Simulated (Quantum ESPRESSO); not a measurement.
CdS (Hawleyite):

```xyz
2
Lattice="0.0000 2.9165 2.9165 2.9165 0.0000 2.9165 2.9165 2.9165 0.0000" Properties=species:S:1:pos:R:3 pbc="T T T"
Cd    0.0000    0.0000    0.0000
S     4.3748    4.3748    4.3748
```

| Item | Value |
| --- | --- |
| Program | Quantum ESPRESSO 7.5 |
| Task | phonons |
| Functional | PBE |
| Potentials or basis | JTH 2.0 PBE |
| Cutoff | 707 eV |
| Density cutoff | 4245 eV |
| k mesh | 4 × 4 × 4, shifted |
| Occupations | fermi-dirac, width 0.05 eV |
| Spin | no spin polarisation |
| Mixing beta | 0.5 |
| Most SCF iterations | 120 |
| SCF threshold | 4e-10 Ry |

The first run showed a gap, so the response started from a second, tighter run with fixed occupations.

Question: Which optical modes does the crystal have at the zone centre, and which show in infrared and Raman spectra?

Answer: The optical modes are T2. Infrared active: T2. Raman active: T2.

Optical modes at Γ, degenerate ones joined, polar ones without the macroscopic field:
| cm⁻¹ | components | symmetry | active in | IR intensity, summed ((D/Å)²/amu) |
| --- | --- | --- | --- | --- |
| 235 | 3 | T2 | IR and Raman | 13.32 |

Zone-centre frequencies without and with the macroscopic field along z (cm⁻¹):
|  | optical modes in rising order |
| --- | --- |
| without | 235 235 235 |
| with the field | 235 235 294 |

Born effective charge tensors (e):
atom 1, Cd
```
2.19 0.00 0.00
0.00 2.19 0.00
0.00 0.00 2.19
```
atom 2, S
```
-2.19  0.00  0.00
 0.00 -2.19  0.00
 0.00  0.00 -2.19
```

Electronic dielectric tensor:
```
6.14 0.00 0.00
0.00 6.14 0.00
0.00 0.00 6.14
```

Static dielectric tensor, electrons and zone-centre modes:
```
9.58 0.00 0.00
0.00 9.58 0.00
0.00 0.00 9.58
```

Caveat: the mesh is thin for the dielectric tensor, Born charges and intensities, which usually come out too large.
